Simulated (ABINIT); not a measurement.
Crystal: MgB2.

```
CELL_PARAMETERS angstrom
3.08500 0.00000 0.00000
-1.54250 2.67169 0.00000
0.00000 0.00000 3.52300
ATOMIC_POSITIONS crystal
Mg 0.00000 0.00000 0.00000
B 0.66667 0.33333 0.50000
B 0.33333 0.66667 0.50000
```

Base run:

| Quantity | Value |
| --- | --- |
| Program | ABINIT 10.8.3 (patched build) |
| Functional | PBEsol |
| Potentials or basis | PseudoDojo NC SR PBEsol v0.4.1 standard |
| Cutoff | 1034 eV |
| k mesh | 8 × 8 × 6 |
| Occupations | fermi-dirac, width 0.05 eV |
| Spin | no spin polarisation |

Its results: band gap on the k mesh none (metal or under the smearing width); pressure -3.3 GPa.

Q: The run is repeated on the same cell with these changes: functional from PBEsol to PBE; potentials or basis from PseudoDojo NC SR PBEsol v0.4.1 standard to PseudoDojo NC SR PBE v0.4.1 standard; cutoff from 1034 eV to 1088 eV. What comes out?

A: Band gap on the k mesh none (metal or under the smearing width); pressure -1.0 GPa.
